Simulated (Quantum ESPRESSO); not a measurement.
The system is AlFe.

```
CELL_PARAMETERS angstrom
2.91000 0.00000 0.00000
0.00000 2.91000 0.00000
0.00000 0.00000 2.91000
ATOMIC_POSITIONS crystal
Fe 0.50000 0.50000 0.50000
Al 0.00000 0.00000 0.00000
```

Base run:

- Program: Quantum ESPRESSO 7.5
- Functional: PBEsol
- Potentials or basis: GBRV 1.5 PBEsol
- Cutoff: 762 eV
- Density cutoff: 6095 eV
- k mesh: 9 × 9 × 9
- Occupations: fermi-dirac, width 0.05 eV
- Spin: collinear spin, ferromagnetic start
- Starting moments: [3.0, 0.0] μB

Its results: band gap on the k mesh none (metal or under the smearing width); pressure -11.2 GPa; net moment 0.67 μB per cell; site moments Fe +0.72; Al -0.03 μB.

**Question.** The run is repeated on the same cell with these changes: functional from PBEsol to PBE; potentials or basis from GBRV 1.5 PBEsol to SSSP 1.3 efficiency PBE; cutoff from 762 eV to 871 eV; density cutoff from 6095 eV to 10640 eV. What comes out?

**Answer.** Band gap on the k mesh none (metal or under the smearing width); pressure -7.0 GPa; net moment 0.66 μB per cell; site moments Fe +0.70; Al -0.03 μB.

Not every run made on this cell is shown here.
